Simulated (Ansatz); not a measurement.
# Bi under changes of volume

One of the cells (33.614 Å³/atom); the others are scaled copies at fixed shape and fractional positions:

```xyz
2
Lattice="3.2384 0.0000 0.0000 0.0000 3.2216 0.0000 -0.0805 0.0000 6.4439" Properties=species:S:1:pos:R:3 pbc="T T T"
Bi    1.7022    0.0000    4.8302
Bi    1.4558    0.0000    1.6137
```

This isn't the form of Bi at room conditions, which is rhombohedral.

```yaml
Program: Ansatz 0.2.0
Functional: PBEsol
Potentials_or_basis: all-electron LAPW, scalar-relativistic
Cutoff: 188 eV (chosen from the basis error)
Basis_error_allowed: 0.001 eV/atom
k_mesh: 8 × 8 × 4
Occupations: fermi-dirac, width 0.05 eV
Spin: no spin polarisation
```

| volume (Å³/atom) | energy over the lowest point (meV/atom) | pressure (GPa) | largest force (eV/Å) |
| --- | --- | --- | --- |
| 31.597 | ? | ? | ? |
| 32.270 | 5.70 | 1.9 | 0.018 |
| 32.942 | 0.41 | 0.7 | 0.014 |
| 33.614 | 0.00 | -0.4 | 0.013 |
| 34.286 | 3.95 | -1.4 | 0.015 |
| 34.959 | 11.78 | -2.3 | 0.019 |
| 35.631 | 23.07 | -3.1 | 0.023 |

Question: What does the run at 31.597 Å³/atom give?

Answer: Energy over the lowest point 16.48 meV/atom; pressure 3.3 GPa; largest force 0.024 eV/Å.

Worked out: A Birch-Murnaghan fit of order 3 (a polynomial in V^(-2/3)) to the other rows has its minimum at 33.33 Å³/atom with B0 = V·E''(V) = 54 GPa and B' = 4.7 at fixed shape and positions, which overstates the stiffness. It gives 16.49 meV/atom at 31.597 Å³/atom, against the run's 16.48, and -dE/dV = 3.3 GPa, against 3.3.

Energies are extrapolated to zero smearing.
